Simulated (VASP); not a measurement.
# Pt (Fm-3m) in VASP: single point with PBE

Aim: the single point of Pt with PBE.

All numbers are computed with VASP 6.6.1; they aren't measurements. Logs are shortened: lines on timing, memory, paths and dates and some standing lists are left out, and cuts for length are marked.

### Step 1. The crystal as given

It takes space group Fm-3m (No. 225, cubic). The conventional cell has a = 3.967 Å, b = 3.967 Å, c = 3.967 Å, α = 90.00°, β = 90.00°, γ = 90.00°. Pt (site symmetry m-3m) is surrounded by 12 Pt at 2.81 Å.

### Step 2. Single point, PBE

INCAR reads:

```
PREC = Accurate ; ENCUT = 520
EDIFF = 1E-6 ; ISMEAR = 1
SIGMA = 0.1 ; LREAL = F
LASPH = T ; NELM = 80
ALGO = Normal ; ISIF = 2
LWAVE = F ; LCHARG = F
GGA = PE ; ICORELEVEL = 1
```

KPOINTS reads:

```
regular mesh
0
Gamma
  15 15 23
```

POSCAR reads:

```
Pt
1.0
    2.8050756300      0.0000000000      0.0000000000
   -1.4025378200      2.4292667600      0.0000000000
    1.4025378200      0.8097555900      2.2903346600
Pt
1
Direct
    0.0000000000      0.0000000000      0.0000000000
```

Potentials or basis: VASP PAW PBE potentials, release 64 (Pt).

Started as:

```console
$ cat potpaw_PBE.64/Pt/POTCAR > POTCAR
$ mpirun -np 1 vasp_std > vasp.out
```

OUTCAR:

```text
PREC = Accurate
   ENCUT = 520
   EDIFF = 1E-6
   ISMEAR = 1
   LREAL = F
   LASPH = T
   NELM = 80
   ISIF = 2
   GGA = PE

 ion  position               nearest neighbor table
   1  0.000  0.000  0.000-

  LATTYP: Found a face centered cubic cell.
 ALAT       =     3.9669759994

  Lattice vectors:

 A1 = (  -2.8050756300,   0.0000000000,   0.0000000000)
 A2 = (  -1.4025378100,   0.8097555900,   2.2903346600)
 A3 = (  -1.4025378200,   2.4292667600,   0.0000000000)

Analysis of symmetry for initial positions (statically):
=====================================================================
 Subroutine PRICEL returns:
 Original cell was already a primitive cell.

 Routine SETGRP: Setting up the symmetry group for a
 face centered cubic supercell.

 Subroutine GETGRP returns: Found 48 space group operations
 (whereof 48 operations were pure point group operations)
 out of a pool of 48 trial point group operations.

The static configuration has the point symmetry O_h .

Analysis of symmetry for dynamics (positions and initial velocities):
=====================================================================
 Subroutine PRICEL returns:
 Original cell was already a primitive cell.

 Routine SETGRP: Setting up the symmetry group for a
 face centered cubic supercell.

 Subroutine GETGRP returns: Found 48 space group operations
 (whereof 48 operations were pure point group operations)
 out of a pool of 48 trial point group operations.

The dynamic configuration has the point symmetry O_h .

 Subroutine INISYM returns: Found 48 space group operations
 (whereof 48 operations are pure point group operations),
 and found     1 'primitive' translations

----------------------------------------------------------------------------------------

                                     Primitive cell

  volume of cell :      15.6070

  direct lattice vectors                    reciprocal lattice vectors
     2.805075630  0.000000000  0.000000000     0.356496627  0.205823424 -0.291078278
    -1.402537820  2.429266760  0.000000000     0.000000000  0.411646846 -0.145539139
     1.402537820  0.809755590  2.290334660     0.000000000  0.000000000  0.436617416

  length of vectors
     2.805075630  2.805075637  2.805075633     0.504162366  0.436617415  0.436617416

  position of ions in fractional coordinates (direct lattice)
     0.000000000  0.000000000  0.000000000

  ion indices of the primitive-cell ions
   primitive index   ion index
                 1           1

----------------------------------------------------------------------------------------

 KPOINTS: regular mesh

Automatic generation of k-mesh.
 Grid dimensions read from file:
 generate k-points for:   15   15   23

 Generating k-lattice:

  Cartesian coordinates                     Fractional coordinates (reciprocal lattice)
     0.023766442  0.013721562 -0.019405219     0.066666667  0.000000000 -0.000000000
     0.000000000  0.027443123 -0.009702609     0.000000000  0.066666667  0.000000000
     0.000000000  0.000000000  0.018983366     0.000000000  0.000000000  0.043478261

  Length of vectors
     0.033610824  0.029107828  0.018983366

  Shift w.r.t. Gamma in fractional coordinates (k-lattice)
     0.000000000  0.000000000  0.000000000

 -----------------------------------------------------------------------------
|                                                                             |
|           W    W    AA    RRRRR   N    N  II  N    N   GGGG   !!!           |
|           W    W   A  A   R    R  NN   N  II  NN   N  G    G  !!!           |
|           W    W  A    A  R    R  N N  N  II  N N  N  G       !!!           |
|           W WW W  AAAAAA  RRRRR   N  N N  II  N  N N  G  GGG   !            |
|           WW  WW  A    A  R   R   N   NN  II  N   NN  G    G                |
|           W    W  A    A  R    R  N    N  II  N    N   GGGG   !!!           |
|                                                                             |
|     Your reciprocal lattice and k-lattice belong to different lattice       |
|     classes:                                                                |
|                                                                             |
|        The reciprocal lattice is body-centered cubic,                       |
|        whereas your k-lattice is base-centered monoclinic.                  |
|                                                                             |
|     Results are often still useful ...                                      |
|                                                                             |
 -----------------------------------------------------------------------------

 WARNING: IBZKPT: internal override: KBLOWUP is changed to .FALSE.
      ... skipping the blow-up phase ...

 Subroutine IBZKPT returns following result:
 ===========================================

 Found   1384 irreducible k-points:

 Following reciprocal coordinates:
            Coordinates               Weight
  0.000000  0.000000  0.000000      1.000000
  0.066667  0.000000  0.000000      2.000000
  0.133333  0.000000 -0.000000      2.000000
  0.200000  0.000000  0.000000      2.000000
  0.266667  0.000000 -0.000000      2.000000
  0.333333 -0.000000  0.000000      2.000000
[... 16 lines left out ...]
  0.400000  0.133333  0.000000      4.000000
 -0.066667  0.133333 -0.000000      2.000000
 [... further k-points ...]
   k-points           NKPTS =   1384   k-points in BZ     NKDIM =   1384   number of bands    NBANDS=      9
   number of dos      NEDOS =    301   number of ions     NIONS =      1
   total plane-waves  NPLWV =  13824
   dimension x,y,z NGX =    24 NGY =   24 NGZ =   24
   dimension x,y,z NGXF=    48 NGYF=   48 NGZF=   48
   ions per type =               1
   NGX,Y,Z   is equivalent  to a cutoff of  14.22, 14.22, 14.22 a.u.
   NGXF,Y,Z  is equivalent  to a cutoff of  28.45, 28.45, 28.45 a.u.
 SYSTEM =  unknown system
   PREC   = accura    normal or accurate (medium, high low for compatibility)
   ISTART =      0    job   : 0-new  1-cont  2-samecut
   ICHARG =      2    charge: 1-file 2-atom 10-const
   ISPIN  =      1    spin polarized calculation?
   LNONCOLLINEAR =      F non collinear calculations
   LSORBIT =      F    spin-orbit coupling
   LASPH  =      T    aspherical Exc in radial PAW
   ENCUT  =  520.0 eV  38.22 Ry    6.18 a.u.   5.22  5.22  5.22*2*pi/ulx,y,z
   NELM   =     80;   NELMIN=  2; NELMDL= -5     # of ELM steps
   EDIFF  = 0.1E-05   stopping-criterion for ELM
   LREAL  =      F    real-space projection
   EDIFFG = 0.1E-04   stopping-criterion for IOM
   NSW    =      0    number of steps for IOM
   IBRION =     -1    ionic relax: 0-MD 1-quasi-New 2-CG
   NFREE  =      0    steps in history (QN), initial steepest desc. (CG)
   ISIF   =      2    stress and relaxation
   ISYM   =      2    0-nonsym 1-usesym 2-fastsym
   POTIM  = 0.5000    time-step for ionic-motion
   TEBEG  =    0.0;   TEEND  =   0.0 temperature during run
   PSTRESS=    0.0 pullay stress
   NELECT =      10.0000    total number of electrons
   NUPDOWN=      -1.0000    fix difference up-down
   EMIN   =  10.00;   EMAX   =-10.00  energy-range for DOS
   EFERMI =   0.00;   METHOD = LEGACY
   ISMEAR =     1;   SIGMA  =   0.10  broadening in eV -4-tet -1-fermi 0-gaus
   EFERMI_NEDOS =   21; number of points for ismear=-14 and -15
   IALGO  =     38    algorithm
   IMIX   =      4    mixing-type and parameters
     AMIX     =   0.40;   BMIX     =  1.00
     AMIX_MAG =   1.60;   BMIX_MAG =  1.00
  volume/ion in A,a.u.               =      15.61       105.32
  Fermi-wavevector in a.u.,A,eV,Ry     =   1.411352  2.667068 27.101631  1.991914
  Thomas-Fermi vector in A             =   2.533212
   LORBIT       =      0    0 simple, 1 ext, 2 COOP (PROOUT), +10 PAW based schemes
   GGA     = PE    functional components
   LHFCALC =     F    Hartree Fock is set to
   AEXX    =    0.0000 exact exchange contribution
   IVDW    =     0    specifies the selected vdW correction
   LEPSILON=     F    determine dielectric tensor
   LRPA    =     F    only Hartree local field effects (RPA)
 non-spin polarized calculation
 Methfessel and Paxton  Order N= 1 SIGMA  =   0.10
  energy-cutoff  :      520.00
  volume of cell :       15.61
 maximum number of plane-waves:       440
 NGX is ok and might be reduce to    24
   NGX = 11   NGY = 11   NGZ = 11

 number of electron      10.0000002 magnetization

 Free energy of the ion-electron system (eV)
  ---------------------------------------------------
  ext. energy  EPLUGINS =         0.00000000
  ---------------------------------------------------
  free energy    TOTEN  =        -6.09721999 eV

  energy without entropy =       -6.09721821  energy(sigma->0) =       -6.09721940

 the core state eigenenergies are
   1-  1s -78387.7009  2s -13757.3417  2p -11917.6118  3s  -3221.2049  3p  -2685.7056
       3d  -2106.0767  4s   -681.5156  4p   -505.9600  4d   -293.0344  4f    -56.4451
       5s    -87.9224  5p    -42.0236

 E-fermi :  10.6194     XC(G=0): -13.2848

 val. band max:       10.6189596333   @ k =   0.2667   0.4667   0.3043
 cond. band min:      10.6195435993   @ k =   0.4667   0.1333   0.4783
 fundamental gap:      0.0005839660
 Fermi energy:        10.6194238957

 k-point     1 :       0.0000    0.0000    0.0000
  band No.  band energies     occupation
      1       0.7815      2.00000
      2       7.0361      2.00000
      3       7.0361      2.00000
      4       7.0361      2.00000
      5       9.0732      2.00000
      6       9.0732      2.00000
      7      25.3464      0.00000
      8      30.1205      0.00000
      9      30.1205      0.00000

 k-point     2 :       0.0667    0.0000    0.0000
  band No.  band energies     occupation
      1       1.0123      2.00000
      2       6.8881      2.00000
      3       7.1533      2.00000
      4       7.1533      2.00000
      5       8.9101      2.00000
      6       9.1329      2.00000
      7      25.7002      0.00000
      8      29.4742      0.00000
      9      30.1425      0.00000

 k-point     3 :       0.1333    0.0000   -0.0000
  band No.  band energies     occupation
      1       1.6789      2.00000
      2       6.4914      2.00000
      3       7.5005      2.00000
      4       7.5005      2.00000
      5       8.4792      2.00000
      6       9.3046      2.00000
      7      26.6936      0.00000
      8      28.5763      0.00000
      9      29.9481      0.00000

 k-point     4 :       0.2000    0.0000    0.0000
  band No.  band energies     occupation
      1       2.6761      2.00000
      2       5.9563      2.00000
      3       7.9732      2.00000
      4       8.0621      2.00000
      5       8.0621      2.00000
      6       9.5661      2.00000
      7      28.1159      0.00000
      8      28.1498      0.00000
      9      28.8785      0.00000

 k-point     5 :       0.2667    0.0000   -0.0000
  band No.  band energies     occupation
      1       3.6926      2.00000
      2       5.3996      2.00000
      3       7.8112      2.00000
      4       8.8033      2.00000
      5       8.8033      2.00000
      6       9.8797      2.00000
      7      26.9372      0.00000
      8      26.9372      0.00000
      9      27.8564      0.00000

 k-point     6 :       0.3333   -0.0000    0.0000
  band No.  band energies     occupation
      1       4.1541      2.00000
      2       4.9133      2.00000
      3       8.6396      2.00000
      4       9.6521      2.00000
      5       9.6521      2.00000
      6      10.1947      2.00000
      7      24.8310      0.00000
      8      24.8310      0.00000
      9      25.3827      0.00000
[... 169 lines left out ...]
 k-point    21 :       0.2667    0.1333    0.0000
  band No.  band energies     occupation
      1       4.4299      2.00000
      2       5.2024      2.00000
      3       7.6085      2.00000
      4       8.9898      2.00000
      5      10.5623      1.81315
      6      10.9116     -0.00029
      7      21.9752      0.00000
      8      25.4316      0.00000
      9      25.7732      0.00000

 k-point    22 :       0.3333    0.1333    0.0000
  band No.  band energies     occupation
      1       4.3634      2.00000
      2       4.8649      2.00000
      3       8.5603      2.00000
      4       9.6261      2.00000
      5      10.8269     -0.01245
      6      12.5651     -0.00000
      7      20.0779      0.00000
      8      23.2590      0.00000
      9      23.8702      0.00000

 k-point    23 :       0.4000    0.1333    0.0000
  band No.  band energies     occupation
      1       4.2251      2.00000
      2       4.6836      2.00000
      3       9.3071      2.00000
      4      10.0945      2.00000
      5      10.8947     -0.00070
      6      14.2252      0.00000
      7      18.4721      0.00000
      8      21.4871      0.00000
      9      23.0111      0.00000

 k-point    24 :      -0.0667    0.1333   -0.0000
  band No.  band energies     occupation
      1       1.2362      2.00000
      2       6.8245      2.00000
      3       7.1978      2.00000
      4       7.2417      2.00000
      5       8.8708      2.00000
      6       9.1067      2.00000
      7      26.0133      0.00000
      8      28.3679      0.00000
      9      30.1462      0.00000

 [... further k-points ...]
[... 5 lines left out ...]
  --------------------------------------------------------------------------------------
  -------------------------------------------------------------------------------------
  Total        0.0035724      0.0035724      0.0035724     -0.0000000      0.0000000      0.0000000
  in kB        0.3667351      0.3667351      0.3667351     -0.0000000      0.0000000      0.0000000
  external PRESSURE =       0.3667351 kB  Pullay stress =       0.0000000 kB

 VOLUME and BASIS-vectors are now :
 -----------------------------------------------------------------------------
  energy-cutoff  :      520.00
  volume of cell :       15.61
      direct lattice vectors                 reciprocal lattice vectors
     2.805075630  0.000000000  0.000000000     0.356496627  0.205823424 -0.291078278
    -1.402537820  2.429266760  0.000000000     0.000000000  0.411646846 -0.145539139
     1.402537820  0.809755590  2.290334660     0.000000000  0.000000000  0.436617416

 POSITION                                       TOTAL-FORCE (eV/Angst)
 -----------------------------------------------------------------------------------
      0.00000      0.00000      0.00000         0.000000      0.000000      0.000000
 -----------------------------------------------------------------------------------
    total drift:                                0.000000     -0.000000      0.000000

  FREE ENERGIE OF THE ION-ELECTRON SYSTEM (eV)
  ---------------------------------------------------
  free  energy   TOTEN  =        -6.0972199936 eV

  energy  without entropy=       -6.0972182086  energy(sigma->0) =       -6.09721940
```

It took 89 s on 1 thread of Intel Xeon Platinum 8259CL at 2.50GHz (Skylake/Cascade Lake), shared host; peak memory 0.33 GiB.

What came out:

| Property | Result |
| --- | --- |
| Free energy | -6.0972 eV |
| Pressure | 0.0 GPa |
| Band gap on the k mesh | none (metal or under the smearing width) |

Core levels (eV, on the scale of the bands):
| atom | levels |
| --- | --- |
| 1 Pt | 1s -78387.7, 2s -13757.3, 2p -11917.6, 3s -3221.2, 3p -2685.7, 3d -2106.1, 4s -681.5, 4p -506.0, 4d -293.0, 4f -56.4, 5s -87.9, 5p -42.0 |

Spin-orbit coupling is left out, which matters for the levels of Pt.
